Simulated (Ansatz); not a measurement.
# PtS2: band structure with PBEsol

Crystal: PtS2.

```
Pt S
1.0
     3.54320    0.00000    0.00000
    -1.77160    3.06850    0.00000
     0.00000    0.00000    5.03880
Pt S
1 2
Direct
  0.00000 0.00000 0.00000
  0.66667 0.33333 0.77300
  0.33333 0.66667 0.22700
```

```yaml
Program: Ansatz 0.2.0
Task: band structure
Functional: PBEsol
Potentials_or_basis: Ansatz PAW
Cutoff: "420 eV (not typed: the program's choice for these potentials)"
k_mesh: 9 × 9 × 5
Occupations: fermi-dirac, width 0.05 eV
Spin: spin-orbit coupling, no magnetisation
Path: "[[\"G\", \"M\", \"K\", \"G\", \"A\", \"L\", \"H\", \"A\"], [\"L\", \"M\"], [\"K\", \"H\"]]"
Points_for_each_segment_of_the_path: 14
```

```json
{
  "Pressure": "6.4 GPa",
  "Largest force": "0.968 eV/Å",
  "Band gap on the k mesh": "0.91 eV, indirect (least direct gap 1.03 eV)",
  "Band gap along the path": "0.95 eV, indirect (least direct gap 1.51 eV)"
}
```

Forces on the atoms (eV/Å):
```
Pt   0.000  0.000  0.000
S    0.000  0.000 -0.968
S    0.000  0.000  0.968
```

Stress tensor (GPa, compression positive):
```
6.56 0.00 0.00
0.00 6.56 0.00
0.00 0.00 6.00
```

Levels at the corners of the path, in eV from the valence-band top:
```tsv
point	band 27	band 28	band 29	band 30	band 31	band 32	band 33	band 34
Γ	-1.01	-1.01	-0.11	-0.11	2.31	2.31	2.63	2.63
M	-2.99	-2.99	-2.20	-2.20	1.77	1.77	2.87	2.87
K	-1.57	-1.57	-1.40	-1.40	0.95	0.95	1.14	1.14
Γ	-1.01	-1.01	-0.11	-0.11	2.31	2.31	2.63	2.63
A	-1.21	-1.21	-0.86	-0.86	2.79	2.79	3.11	3.11
L	-2.50	-2.50	-1.35	-1.35	2.05	2.05	2.43	2.43
H	-1.89	-1.89	-1.77	-1.77	2.23	2.23	2.25	2.25
A	-1.21	-1.21	-0.86	-0.86	2.79	2.79	3.11	3.11
L	-2.50	-2.50	-1.35	-1.35	2.05	2.05	2.43	2.43
M	-2.99	-2.99	-2.20	-2.20	1.77	1.77	2.87	2.87
K	-1.57	-1.57	-1.40	-1.40	0.95	0.95	1.14	1.14
H	-1.89	-1.89	-1.77	-1.77	2.23	2.23	2.25	2.25
```

Wall time 43 s on 2 threads of Arm Neoverse V1, with other jobs on the host, peak memory 0.54 GiB.

Caveat: the PAW data sets come from PBE, with cores solved anew for the run's functional, which leaves a small shift of forces and pressure. A hybrid or GW would open this gap; PBEsol tends to underestimate it.
